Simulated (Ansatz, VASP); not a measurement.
One calculation of KCl, two programs

```
K Cl
1.0
     0.00000    3.14187    3.14187
     3.14187    0.00000    3.14187
     3.14187    3.14187    0.00000
K Cl
1 1
Direct
  0.00000 0.00000 0.00000
  0.50000 0.50000 0.50000
```

Alike in both runs: task relaxation of cell and atoms; functional PBE; dispersion D3(BJ); k mesh 6 × 6 × 6; occupations gaussian, width 0.02 eV; no spin polarisation.

|  | VASP | Ansatz |
| --- | --- | --- |
| version | VASP 6.6.1 | Ansatz 0.2.0 |
| potentials or method | VASP PAW PBE potentials, release 64 (K_sv, Cl) | scalar-relativistic, plane waves, PAW |
| plane-wave cutoff (eV) | 600 | 420 |
| valence electrons in the cell | 16 | 16 |

```csv
,VASP,Ansatz,Ansatz less VASP
"gap on the k mesh at the Fermi level, each at its own relaxed structure (eV)",5.21,5.24,+0.024
relaxed volume (Å³/atom),30.92,30.73,-0.196
relaxed cell length with the largest relative difference (Å),4.439,4.430,-0.0094
```

As with any semilocal functional, this PBE gap is likely too small.
